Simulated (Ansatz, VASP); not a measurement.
Hf: VASP beside Ansatz

Contents of INCAR:

```
SYSTEM = Hf
PREC     = Accurate       ! precision mode
ENCUT    = 520            ! plane-wave cutoff, eV
EDIFF    = 1E-6           ! SCF threshold, eV
ISMEAR   = 0              ! smearing method
SIGMA    = 0.15           ! smearing width, eV
LREAL    = .False.        ! projectors in reciprocal space
LASPH    = .True.         ! aspherical terms in the spheres
NELM     = 100            ! most SCF steps
ALGO     = Fast           ! electronic algorithm
ISIF     = 2              ! what is computed and relaxed
LWAVE    = .False.        ! write WAVECAR
LCHARG   = .False.        ! write CHGCAR
GGA      = PS             ! functional
NBANDS   = 11             ! bands
```

File KPOINTS:

```
Automatic mesh
0
Gamma
  20 20 20
  0 0 0
```

File POSCAR:

```
Hf
1.0
    0.0000000000      2.4919911933      1.7618377736
    2.4919911933      0.0000000000      1.7618377736
    2.4919911933      2.4919911933      0.0000000000
Hf
1
Direct
    0.0000000000      0.0000000000      0.0000000000
```

Input for Ansatz:

```yaml
crystal:
  lattice:
    - [0.0, 2.4919911933, 1.7618377736]
    - [2.4919911933, 0.0, 1.7618377736]
    - [2.4919911933, 2.4919911933, 0.0]
  atoms:
    - { symbol: Hf, position: [0.0, 0.0, 0.0] }
basis:
  ecutwfc: 420
kpoints:
  mp_grid: { grid: [20, 20, 20] }
hamiltonian:
  xc: pbesol
scf:
  occupations: { method: gaussian, width: 0.15 }
output:
  forces: true
  stress: true
  eigenvalues: true
```

Alike in both runs: task single point; functional PBEsol; k mesh 20 × 20 × 20; occupations gaussian, width 0.15 eV; no spin polarisation.

```csv
,VASP,Ansatz
version,VASP 6.6.1,Ansatz 0.2.0
potentials or method,"VASP PAW PBE potentials, release 64 (Hf_pv)","scalar-relativistic, plane waves, PAW"
plane-wave cutoff (eV),520,420
valence electrons in the cell,10,26
```

|  | VASP | Ansatz | Ansatz less VASP |
| --- | --- | --- | --- |
| gap on the k mesh at the Fermi level (eV) | none | none | - |
| pressure (GPa) | -3.0 | -2.8 | +0.19 |

A gap of «none» marks a metal or a gap that the smearing closes. The two sets of potentials don't hold the same shells in valence.

Caveats: the PAW data sets were made with another functional, which shifts forces and pressure a little (VASP). Spin-orbit coupling is left out, which matters for the levels of Hf.
